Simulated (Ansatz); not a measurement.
**AlNi3: further runs on the relaxed cell**

One table from this session's results is given with a row withheld; the runs are named, their logs left out.

Program: Ansatz 0.2.0. Level of theory: DFT PBEsol, scalar-relativistic, plane waves, PAW. These are calculated values, not measurements.

1 further run of the same task is left out (set aside as unsound or not needed).

### Starting point

The structure is cubic, space group Pm-3m (No. 221). The conventional cell has a = 3.519 Å, b = 3.519 Å, c = 3.519 Å, α = 90.00°, β = 90.00°, γ = 90.00°. Around Al (site symmetry m-3m) lie 12 Ni at 2.49 Å. Ni (site symmetry 4/mmm) has 4 Al at 2.49 Å and 8 Ni at 2.49 Å as nearest neighbours.

As a file:

```cif
data_structure
_symmetry_space_group_name_H-M 'Pm-3m'
_symmetry_Int_Tables_number 221
_cell_length_a 3.5191
_cell_length_b 3.5191
_cell_length_c 3.5191
_cell_angle_alpha 90.000
_cell_angle_beta 90.000
_cell_angle_gamma 90.000
_cell_volume 43.58
loop_
_atom_site_label
_atom_site_type_symbol
_atom_site_symmetry_multiplicity
_atom_site_Wyckoff_symbol
_atom_site_fract_x
_atom_site_fract_y
_atom_site_fract_z
_atom_site_occupancy
Al1 Al 1 a 0.00000 0.00000 0.00000 1
Ni1 Ni 3 c 0.00000 0.50000 0.50000 1
```

It goes back to an entry of the Materials Project, which need not be the stable form.

This cell was relaxed beforehand with the same method: volume 10.90 Å³/atom, gap on the mesh none (metal), site moments up to 0.3 μB.

The first run:

The input, input.yaml:

```yaml
crystal:
  lattice:
    - [3.5190923544, 0.0, 0.0]
    - [0.0, 3.5190923544, 0.0]
    - [0.0, 0.0, 3.5190923544]
  atoms:
    - { symbol: Al, position: [0.0, 0.0, 0.0] }
    - { symbol: Ni, position: [0.0, 0.5, 0.5], spin: 0.28 }
    - { symbol: Ni, position: [0.5, 0.0, 0.5], spin: 0.28 }
    - { symbol: Ni, position: [0.5, 0.5, 0.0], spin: 0.28 }
basis:
  ecutwfc: 420
kpoints:
  mp_grid: { grid: [12, 12, 12] }
  band_path:
    path:
      - [[0.0, 0.0, 0.0], [0.0, 0.5, 0.0], [0.5, 0.5, 0.0], [0.0, 0.0, 0.0], [0.5, 0.5, 0.5], [0.0, 0.5, 0.0]]
      - [[0.5, 0.5, 0.5], [0.5, 0.5, 0.0]]
    npoints: 14
hamiltonian:
  xc: pbesol
scf:
  occupations: { method: gaussian, width: 0.1 }
  n_extra_bands: 10
output:
  forces: true
  stress: true
  eigenvalues: true
  populations: true
  dos: { projected: true, de: 0.02, nscf_kmesh: { grid: [18, 18, 18] } }
  bader: true
  write_density: true
  write_potential: true
  elf: true
  volumetric_format: npy
magnetization:
  spin_polarized: true
checkpoint:
  read: start.run
  write: ck
  compress: false
  write_wavefunctions: false
  write_every: 100000
```

Run with:

```bash
$ ansatz run input.yaml --threads 1 --pin off --max-ram 2560MiB --backend cpu --events-out ev --progress --plain --runs-dir out
```

Among the steps run: Static run: bands, density of states and charges; Back to the database's cell; The cell scaled to 0.97 of its volume; The cell scaled to 1.03 of its volume; Volume × 0.94; Point at V/V0 = 1.06; Point at V/V0 = 0.91; Volume × 1.10; The cell scaled to 0.88 of its volume.

One of the session's tables, all rows but one given; the rest of the session is left out.

It belongs to the step «Equation of state». 

| volume (Å³/atom) | energy above the lowest point (meV/atom) | pressure (GPa) | largest moment (μB) |
| --- | --- | --- | --- |
| 9.588 | 126.4 | 34.77 | 0.17 |
| 9.915 | 66.9 | 23.79 | 0.21 |
| 10.241 | 28.0 | 14.50 | 0.23 |
| 10.568 | 6.6 | 6.65 | 0.24 |
| 10.895 | 0.0 | 0.00 | 0.25 |
| 11.222 | ? | ? | ? |
| 11.549 | 22.4 | -10.38 | 0.27 |
| 11.985 | 58.1 | -15.60 | 0.28 |

Q: Estimate the row for volume (Å³/atom) = 11.222 from the others.

Worked estimate for «energy above the lowest point (meV/atom)». A straight line through the neighbours (10.895, 0.0) and (11.549, 22.4) gives 0.0 + (22.4 − 0.0) × (11.222 − 10.895) / (11.549 − 10.895) = 11.2; a parabola fitted to 4 rows on both sides gives 6.1.

As computed: energy above the lowest point (meV/atom): 5.9; pressure (GPa): -5.62; largest moment (μB): 0.26. In «energy above the lowest point (meV/atom)» the line misses by +5.3 and the parabola by +0.2.

Limits of these values: Warnings in the runs' records: stability check not made.
